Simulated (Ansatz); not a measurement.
# ScAl3 (Pm-3m) in Ansatz: notebook, part 2 of 2

Ansatz 0.2.0. Earlier steps stand in the parts before.

## (3) Single point, PBE

File input.yaml:

```yaml
crystal:
  lattice:
    - [4.08780657, 0.0, 0.0]
    - [0.0, 4.08780657, 0.0]
    - [0.0, 0.0, 4.08780657]
  atoms:
    - { symbol: Sc, position: [0.0, 0.0, 0.0] }
    - { symbol: Al, position: [0.5, 0.5, 0.0] }
    - { symbol: Al, position: [0.0, 0.5, 0.5] }
    - { symbol: Al, position: [0.5, 0.0, 0.5] }
hamiltonian:
  xc: pbe
  pseudopotentials: { kind: paw }
kpoints:
  mp_grid: { grid: [7, 7, 7] }
scf:
  occupations: { method: gaussian, width: 0.027 }
output:
  forces: true
  stress: true
  eigenvalues: true
  write_density: true
  write_potential: true
  elf: true
  volumetric_format: npy
```

Potentials or basis: Ansatz PAW.

Started as:

```
ansatz run input.yaml --threads 2 --pin off --max-ram 5632MiB --backend cpu --events-out ev --progress --plain --runs-dir out
```

Output:

```text
Warning: RAYON_NUM_THREADS=2 ignored (pool sized by the plan → 2); use --threads N
Engine: ansatz 0.2.0, x86_64-unknown-linux-gnu
Pseudopotentials: kind: paw
Pseudopotential: Sc, paw, valence charge 11, recommended cutoff 420 eV (normal), Sc.paw.azcp
Pseudopotential: Al, paw, valence charge 3, recommended cutoff 420 eV (normal), Al.paw.azcp
Functional definition: PBE
  parameter kappa = 0.804
  parameter beta = 0.06672455060314922
  exchange = pbe_x(kappa = kappa, mu = beta*pi^2/3)
  correlation = pbe_c(beta = beta)
Crystal: 4 atoms, lattice volume = 68.308 Å³
Basis set: ecut = 420 eV, 1357 PW (Γ), exchange–correlation on 60×60×60 points (8 copies of the dense FFT grid, shifted against one another)
Bands: 14, of which v1, the nominal top of the filled ones, is band 10 counted from 1 (9 counted from 0)
Symmetry: 48 space group operations
Space group: Pm-3m (ITA 221), of the structure as read, at distance tolerance 4.1e-5 Å
k-points: 20 of 343
Non-local potential: Sc, projectors of the file, l = 0: 3, l = 1: 2, l = 2: 3, l = 3: 1
Non-local potential: Al, projectors of the file, l = 0: 2, l = 1: 2, l = 2: 1
PAW form: soft (Blöchl's): semilocal exchange-correlation on the pseudo side does not see the compensation charge
PAW one-centre angular grid: Sc, 590 points (default); XC on 64 Gauss nodes
PAW one-centre angular grid: Al, 110 points (default); XC on 64 Gauss nodes
Initial density: superposition of atomic densities (neutral atoms: chi_scale 0, normalization atom), corrected by the library's trained network
Initial wavefunctions: pseudopotential atomic-orbital guess
Functional: x = pbe(κ = 0.804, μ = 0.2195149727645171), c = pbe(β = 0.06672455060314922)
SCF iter   1: F=—  HF=-3750.132837 eV  |F-HF|=—  |Δ(HF+E_count)|=         —  Δρ=2.42e-3  dr2=1.16e-2  ethr=1.77e-3  ⟨swp⟩=6.0  Hψ=1700  notcnv=0
preconditioner: auto → Resta (q_TF=auto, 2.223 Å⁻¹)  ε∞=8.8  [insulator: Δε(μ)=0.072 eV  Ē_g=5.564 eV  σ=0.027 eV  W_gap=0.67  n_scr=18 (ndim 8)  ℏωp=15.6 eV  f_vac=0.000  D(μ)=2.72/eV (n_scr^D=26)  ε∞_Penn≈8.8]
SCF iter   2: F=—  HF=-3750.130356 eV  |F-HF|=—  |Δ(HF+E_count)|=   2.48e-3  Δρ=1.20e-3  dr2=1.65e-3  ethr=5.79e-5  ⟨swp⟩=2.0  Hψ=512  notcnv=0  defer=3
SCF iter   3: F=—  HF=-3750.129991 eV  |F-HF|=—  |Δ(HF+E_count)|=   3.66e-4  Δρ=4.75e-4  dr2=2.97e-4  ethr=8.27e-6  ⟨swp⟩=2.9  Hψ=508  notcnv=0  defer=3
SCF iter   4: F=—  HF=-3750.129931 eV  |F-HF|=—  |Δ(HF+E_count)|=   5.95e-5  Δρ=1.01e-4  dr2=8.14e-6  ethr=1.48e-6  ⟨swp⟩=2.1  Hψ=388  notcnv=0  defer=3
SCF iter   5: F=—  HF=-3750.129972 eV  |F-HF|=—  |Δ(HF+E_count)|=   4.08e-5  Δρ=2.06e-5  dr2=4.69e-7  ethr=4.07e-8  ⟨swp⟩=2.0  Hψ=345  notcnv=0  defer=3
SCF iter   6: F=-3750.129972 eV  HF=-3750.129972 eV  |F-HF|=1.36e-8  |Δ(HF+E_count)|=   5.85e-8  Δρ=3.41e-6  dr2=1.86e-8  ethr=5.00e-10  ⟨swp⟩=8.3  Hψ=1653  notcnv=0
SCF 1 converged in 6 iterations: F = -3750.129972 eV  dr2 = 1.86e-8
SCF converged after 6 iterations
Free energy (F): -3750.129972 eV
Harris-Foulkes:  -3750.129972 eV  (|F-HF|=1.36e-8)
Internal energy: -3750.128655 eV  (E = F + TS)
E sigma→0 (E₀):  -3750.129314 eV
Entropy (-TS):   -0.001317 eV (-0.329 meV/atom)
Fermi energy:    9.098294 eV
--- Per-component energies (eV) ---
  E_band       = -125.112825
  E_kinetic    = 333.341895
  E_local      = -1006.280106  (includes V_loc(G=0)·N_el)
  E_nonlocal   = 114.837655
  E_hartree    = 389.857241
  E_xc         = -225.176583
  E_vxc        = -218.276607  (∫ρ·V_xc dr)
  E_paw        = -2358.557126  (= ΣΔE_a)
  E_vpaw       = -128.453868  (= ΣTr[D̂ρ^β])
  E_aug_tail   = 0.000002  (compensation charges beyond the density's cutoff)
  E_ewald      = -998.151633
  E_smearing   = -0.001317  (= −TS)
  E_closure    = -0.000000  (closes the sum)
  Σ components = -3750.129972   (vs F -3750.129972, Δ=0.00e0)
--- Forces (eV/Å), atoms counted from 1 ---
  atom   1  Sc    -0.00000000    -0.00000000     0.00000000
  atom   2  Al    -0.00000000    -0.00000000    -0.00000000
  atom   3  Al     0.00000000     0.00000000     0.00000000
  atom   4  Al     0.00000000    -0.00000000     0.00000000
  max |Σ_I F_I| component: 8.22e-31 eV/Å
--- Stress (GPa, compression-positive) ---
        1.113047       0.000000       0.000000
        0.000000       1.113047      -0.000000
        0.000000      -0.000000       1.113047
  P = ⅓ Tr σ = 1.1130 GPa (11.130 kbar)
--- Band table (eV; the first three rows and the last of 20) ---
  k-point 0: bands = ["-39.7358", "-18.4378", "-18.4378", "-18.4378", "-0.7709", "6.6265", "6.6265", "7.4371", "7.4371", "7.4371", "10.5096", "10.5456", "10.5456", "10.5456"]
  k-point 1: bands = ["-39.7355", "-18.4439", "-18.4373", "-18.4373", "-0.5835", "5.3649", "6.7733", "7.4598", "7.4598", "8.2399", "10.4438", "10.4438", "10.6033", "11.2245"]
  k-point 2: bands = ["-39.7350", "-18.4575", "-18.4363", "-18.4363", "-0.0343", "3.7184", "7.1818", "7.5046", "7.5046", "9.1725", "10.2939", "10.2939", "10.7416", "11.3319"]
  k-point 19: bands = ["-39.7323", "-18.4604", "-18.4602", "-18.4602", "3.4823", "4.4644", "4.4644", "5.3974", "6.4579", "6.4579", "6.5791", "10.6359", "11.8672", "11.8672"]
```

Wall time 0.72 s (2 threads of Intel Xeon Platinum 8488C (Sapphire Rapids), shared host); peak memory 0.42 GiB.

What came out:

```yaml
Free_energy: -3750.1300 eV
Pressure: 1.1 GPa
Band_gap_on_the_k_mesh: none (metal or under the smearing width)
```

Levels at points of the mesh, in eV from the Fermi level:
| k point | band 7 | band 8 | band 9 | band 10 | band 11 | band 12 | band 13 | band 14 |
| --- | --- | --- | --- | --- | --- | --- | --- | --- |
| (0.00, 0.00, 0.00) | -2.47 | -1.66 | -1.66 | -1.66 | 1.41 | 1.45 | 1.45 | 1.45 |

## (4) Single point, PBE

Changes to input.yaml since step 3:

```diff
@@ -16,3 +16,3 @@
 scf:
-  occupations: { method: gaussian, width: 0.027 }
+  occupations: { method: gaussian, width: 0.028 }
 output:
```

Started as:

```
ansatz run input.yaml --threads 2 --pin off --max-ram 5632MiB --backend cpu --events-out ev --progress --plain --runs-dir out
```

Wall time 0.71 s (2 threads of Intel Xeon Platinum 8488C (Sapphire Rapids), shared host); peak memory 0.41 GiB.

It converged, with:

```yaml
Free_energy: -3750.1300 eV
Pressure: 1.1 GPa
Band_gap_on_the_k_mesh: none (metal or under the smearing width)
```

Levels at points of the mesh, in eV from the Fermi level:
| k point | band 7 | band 8 | band 9 | band 10 | band 11 | band 12 | band 13 | band 14 |
| --- | --- | --- | --- | --- | --- | --- | --- | --- |
| (0.00, 0.00, 0.00) | -2.47 | -1.66 | -1.66 | -1.66 | 1.41 | 1.45 | 1.45 | 1.45 |

## (5) Summary

| task | level | cell | smearing | gap on the mesh (eV) | pressure (GPa) |
| --- | --- | --- | --- | --- | --- |
| relaxation of cell and atoms | BLYP+D4 | relaxed | fermi-dirac 0.05 eV | - | 0.0 |
| single point | PBE | as given | gaussian 0.027 eV | none | 1.1 |
| single point | PBE | as given | gaussian 0.028 eV | none | 1.1 |

Alike in all rows: potentials or basis Ansatz PAW; no spin polarisation; k mesh 7 × 7 × 7; cutoff (eV) 420.

Caveats: the plane-wave basis is chosen anew once the cell has moved, so the energies of steps on either side of that aren't comparable (some runs); the PAW data sets come from PBE, with cores solved anew for the run's functional, which leaves a small shift of forces and pressure (some runs).

Absolute energies hang on the potentials; compare differences alone.
